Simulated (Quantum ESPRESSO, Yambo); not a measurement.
# AgBr (Bromargyrite): G0W0 in Yambo against the bands

How does the gap of AgBr (Bromargyrite) converge in the bands?

Calculated with Yambo 5.3.0; PBE and many-body steps on it, plane waves.

This is a report of a sequence of runs, with most program output left out.

### 1. Set-up

Symmetry: Fm-3m, No. 225, cubic system. Conventional cell: a = 5.774 Å, b = 5.774 Å, c = 5.774 Å, α = 90.00°, β = 90.00°, γ = 90.00°. Nearest to Ag lie 6 Br at 2.89 Å. Nearest to Br lie 6 Ag at 2.89 Å. Farther neighbours and most contacts between anions are not listed.

Coordinates:

```
Ag Br
1.0
     0.00000    2.88725    2.88725
     2.88725    0.00000    2.88725
     2.88725    2.88725    0.00000
Ag Br
1 1
Direct
  0.00000 0.00000 0.00000
  0.50000 0.50000 0.50000
```

The cell and positions come from the Crystallography Open Database and are kept as given unless a step says otherwise.

### 2. 50 bands

This step: Yambo 5.3.0; G0W0 on PBE, plane waves, norm-conserving pseudopotentials.

Now the one-shot GW correction: screening in the RPA, then the self-energy of the levels asked for.

File gw1.in:

```
HF_and_locXC
gw0
dyson
ppa
em1d
rim_cut
RandQpts= 1000000
RandGvec= 1 RL
EXXRLvcs= 76 Ry
VXCRLvcs= 304 Ry
Chimod= "HARTREE"
% BndsRnXp
 1 | 50 |
%
NGsBlkXp= 15.5 Ry
% LongDrXp
 1 | 1 | 1 |
%
% GbndRnge
 1 | 50 |
%
DysSolver= "n"
ExtendOut
PPAPntXp= 27.21138 eV
% QPkrange
 3 | 3 | 17 | 20 |
 1 | 1 | 17 | 20 |
%
```

Command:

```sh
OMP_NUM_THREADS=1 mpirun -n 4 yambo -F gw1.in -J gw1 -C gw1 > gw1.log
```

Wall time 60 s (4 MPI ranks of Arm Neoverse V2, shared host); peak memory 1.7 GiB; 3.9 min of CPU time.

Numbers from this step:

```
G0W0 gap on the points computed              : 2.078 eV
starting gap on the mesh                     : 0.6765 eV
k of the valence top                         : 0, 0, -0.5
k of the conduction bottom                   : 0, 0, 0
least direct G0W0 gap on the computed points : 4.433 eV
Z at the valence top                         : 0.8000
Z at the conduction bottom                   : 0.8289
```

The gap on the mesh goes from 0.68 eV to 2.08 eV, a correction of +1.40 eV.

### 3. 88 bands

gw2.in, as its differences from gw1.in of step 2:

```diff
@@ -12,3 +12,3 @@
 % BndsRnXp
- 1 | 50 |
+ 1 | 88 |
 %
@@ -19,3 +19,3 @@
 % GbndRnge
- 1 | 50 |
+ 1 | 88 |
 %
```

Command:

```sh
OMP_NUM_THREADS=1 mpirun -n 4 yambo -F gw2.in -J gw2 -C gw2 > gw2.log
```

Run time: 1.7 min. Hardware: 4 MPI ranks; peak memory 1.7 GiB; 6.9 min of CPU time.

Numbers from this step:

| Property | Result |
| --- | --- |
| G0W0 gap on the points computed | 2.030 eV |
| starting gap on the mesh | 0.6765 eV |
| k of the valence top | 0, 0, -0.5 |
| k of the conduction bottom | 0, 0, 0 |
| least direct G0W0 gap on the computed points | 4.434 eV |
| Z at the valence top | 0.8020 |
| Z at the conduction bottom | 0.8285 |

Against the run before, the gap moves by −0.048 eV.

### 4. 161 bands

gw3.in, as its differences from gw2.in of step 3:

```diff
@@ -12,3 +12,3 @@
 % BndsRnXp
- 1 | 88 |
+ 1 | 161 |
 %
@@ -19,3 +19,3 @@
 % GbndRnge
- 1 | 88 |
+ 1 | 161 |
 %
```

Command:

```sh
OMP_NUM_THREADS=1 mpirun -n 4 yambo -F gw3.in -J gw3 -C gw3 > gw3.log
```

Run time: 3.2 min. Hardware: 4 MPI ranks; peak memory 1.7 GiB.

This step gave:

```
G0W0 gap on the points computed              : 2.071 eV
starting gap on the mesh                     : 0.6765 eV
k of the valence top                         : 0, 0, -0.5
k of the conduction bottom                   : 0, 0, 0
least direct G0W0 gap on the computed points : 4.459 eV
```

Against the run before, the gap moves by +0.042 eV.

### 5. 281 bands

gw4.in, as its differences from gw3.in of step 4:

```diff
@@ -12,3 +12,3 @@
 % BndsRnXp
- 1 | 161 |
+ 1 | 281 |
 %
@@ -19,3 +19,3 @@
 % GbndRnge
- 1 | 161 |
+ 1 | 281 |
 %
```

Command:

```sh
OMP_NUM_THREADS=1 mpirun -n 4 yambo -F gw4.in -J gw4 -C gw4 > gw4.log
```

Wall time 5.7 min (4 MPI ranks); peak memory 2.1 GiB.

This step gave:

```
G0W0 gap on the points computed              : 2.114 eV
starting gap on the mesh                     : 0.6765 eV
k of the valence top                         : 0, 0, -0.5
k of the conduction bottom                   : 0, 0, 0
least direct G0W0 gap on the computed points : 4.467 eV
```

Against the run before, the gap moves by +0.042 eV.

### 6. 424 bands

gw5.in, as its differences from gw4.in of step 5:

```diff
@@ -12,3 +12,3 @@
 % BndsRnXp
- 1 | 281 |
+ 1 | 424 |
 %
@@ -19,3 +19,3 @@
 % GbndRnge
- 1 | 281 |
+ 1 | 424 |
 %
```

Command:

```sh
OMP_NUM_THREADS=1 mpirun -n 4 yambo -F gw5.in -J gw5 -C gw5 > gw5.log
```

It took 8.8 min on 4 MPI ranks; peak memory 2.6 GiB.

Numbers from this step:

```
G0W0 gap on the points computed              : 2.140 eV
starting gap on the mesh                     : 0.6765 eV
k of the valence top                         : 0, 0, -0.5
k of the conduction bottom                   : 0, 0, 0
least direct G0W0 gap on the computed points : 4.467 eV
```

Against the run before, the gap moves by +0.026 eV.

### 7. 585 bands

gw6.in, as its differences from gw5.in of step 6:

```diff
@@ -12,3 +12,3 @@
 % BndsRnXp
- 1 | 424 |
+ 1 | 585 |
 %
@@ -19,3 +19,3 @@
 % GbndRnge
- 1 | 424 |
+ 1 | 585 |
 %
```

Command:

```sh
OMP_NUM_THREADS=1 mpirun -n 4 yambo -F gw6.in -J gw6 -C gw6 > gw6.log
```

The job ended after 12 min (4 MPI ranks; peak memory 3.1 GiB; 49 min of CPU time).

Numbers from this step:

```yaml
g0w0_gap_on_the_points_computed: 2.159 eV
starting_gap_on_the_mesh: 0.6765 eV
k_of_the_valence_top: 0, 0, -0.5
k_of_the_conduction_bottom: 0, 0, 0
least_direct_g0w0_gap_on_the_computed_points: 4.469 eV
```

Against the run before, the gap moves by +0.019 eV.

### 8. Side by side

Times are wall times on 4 MPI ranks of Arm Neoverse V2, shared host, good to a factor of about two.

| run | mesh | bands | screening cutoff (eV) | DFT gap (eV) | gap on the mesh (eV) | direct (eV) | time |
| --- | --- | --- | --- | --- | --- | --- | --- |
| 50 bands | 4×4×4 | 50 | 210.9 | 0.676 | 2.078 | 4.433 | 60 s |
| 88 bands | 4×4×4 | 88 | 210.9 | 0.676 | 2.030 | 4.434 | 1.7 min |
| 161 bands | 4×4×4 | 161 | 210.9 | 0.676 | 2.071 | 4.459 | 3.2 min |
| 281 bands | 4×4×4 | 281 | 210.9 | 0.676 | 2.114 | 4.467 | 5.7 min |
| 424 bands | 4×4×4 | 424 | 210.9 | 0.676 | 2.140 | 4.467 | 8.8 min |
| 585 bands | 4×4×4 | 585 | 210.9 | 0.676 | 2.159 | 4.469 | 12 min |

### 9. Summary of results

| Quantity | Value |
| --- | --- |
| 50 bands | 2.078 eV |
| 88 bands | 2.030 eV |
| 161 bands | 2.071 eV |
| 281 bands | 2.114 eV |
| 424 bands | 2.140 eV |
| 585 bands | 2.159 eV |
| known limits | not at the basis limit; d shell near the gap, gap tends to lie low; no spin-orbit coupling; coarse k mesh |

In words: The setting moved: bands. From 50 bands to 585 bands the gap moves by +0.08 eV, for 12 times the time, not steadily: it passes through 2.03 eV. The last step still moves it by +0.019 eV. Bands and screening cutoff are coupled, so a series along one setting does not show full convergence. Bands and cutoff are finite, so the gap is not at the basis limit. The miss can reach some tenths of an eV and take either sign; the mesh is an error of its own. In the G0W0 runs levels were corrected at 2 k points alone, so a gap called «on the mesh» is the least over those, and an edge elsewhere would be missed. The 4×4×4 mesh is coarse for this cell, which bears on the long-range parts of exchange and screening. A d shell, filled or nearly so, lies near the gap. One-shot GW converges very slowly in bands there, not always from below, and on a semilocal start the gap tends to come out low; starts rich in exact exchange can overshoot instead. The many-body steps are scalar-relativistic: spin-orbit coupling is not in them.

[Paths, hosts, dates, memory and timing lines, banners, echoed tables and standing remarks are left out of the program output.]

[Logs are printed without paths, hosts, clocks, repeated set-up lines and the standing remarks that a program may print on its own settings, such as how far it seeks lower states.]

[Runs of the session that timed out or met a known fault of the program may be left out.]

[Hosts, paths, dates, database ids (printed as entryN), source tags and the programs' standing remarks are cut or masked in the printed files.]
